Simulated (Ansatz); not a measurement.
# NiO under changes of volume

One of the cells (9.076 Å³/atom); the others are scaled copies at fixed shape and fractional positions:

```
Ni O
1.0
     0.00000    2.08590    2.08590
     2.08590    0.00000    2.08590
     2.08590    2.08590    0.00000
Ni O
1 1
Direct
  0.00000 0.00000 0.00000
  0.50000 0.50000 0.50000
```

* Program: Ansatz 0.2.0
* Functional: exchange-only PBE
* Potentials or basis: Ansatz PAW
* Cutoff: 420 eV (not typed: the program's choice for these potentials)
* k mesh: 11 × 11 × 11
* Occupations: fermi-dirac, width 0.05 eV
* Spin: collinear spin, ferromagnetic start
* Starting moments: [1.0, 0.0] μB

| volume (Å³/atom) | energy over the lowest point (meV/atom) | pressure (GPa) | moment (μB per cell) |
| --- | --- | --- | --- |
| 8.531 | 232.31 | 50.5 | 1.79 |
| 8.713 | 178.33 | 44.3 | 1.84 |
| 8.894 | ? | ? | ? |
| 9.076 | 90.39 | 33.4 | 1.91 |
| 9.257 | 55.17 | 28.6 | 1.93 |
| 9.439 | 25.10 | 24.1 | 1.95 |
| 9.620 | 0.00 | 20.0 | 1.96 |

Problem. What does the run at 8.894 Å³/atom give?

Solution. Energy over the lowest point 131.30 meV/atom; pressure 38.6 GPa; moment 1.87 μB per cell.

Worked out: A Birch-Murnaghan fit of order 3 (a polynomial in V^(-2/3)) to the other rows has no minimum within the range. It gives 131.39 meV/atom at 8.894 Å³/atom, against the run's 131.30, and -dE/dV = 38.8 GPa, against 38.6. A parabola through the other rows of the moment, of slope 0.195 μB per Å³/atom there, gives 1.88 μB, against the run's 1.87.

Energies are extrapolated to zero smearing.

Caveats: a cell with one magnetic atom can't hold antiferromagnetic order, which such compounds often take; the PAW data sets come from PBE, with cores solved anew for the run's functional, which leaves a small shift of forces and pressure.
